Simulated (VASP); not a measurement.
A run of VASP 6.6.1 is set up as follows.

File INCAR:

```
SYSTEM = Ga
PREC = Accurate
ENCUT = 520
EDIFF = 1E-6
ISMEAR = -1
SIGMA = 0.05
LREAL = .False.
LASPH = .True.
NELM = 100
ALGO = Fast
ISIF = 2
LWAVE = .False.
LCHARG = .False.
LDIPOL = .True.
IDIPOL = 3
DIPOL = 0.5 0.5 0.294
GGA = PE
EFIELD = -0.3
LVHAR = .True.
LVACPOTAV = .True.
```

The input KPOINTS:

```
Automatic mesh
0
Gamma
  7 7 1
  0 0 0
```

Contents of POSCAR:

```
Ga
1.0
    4.3304700000      0.0000000000      0.0000000000
   -2.1652300000      3.7503000000      0.0000000000
    0.0000000000      0.0000000000     23.8000000000
Ga
2
Direct
    0.3333300000      0.6666700000      0.2941200000
    0.6666700000      0.3333300000      0.2941200000
```

Potentials or basis: VASP PAW PBE potentials, release 64 (Ga_d).

The run is started by

```console
$ cat potpaw_PBE.64/Ga_d/POTCAR > POTCAR
$ mpirun -np 1 vasp_std > vasp.out
```

Task: Predict the band gap on the k mesh.

Result: None (metal or under the smearing width).
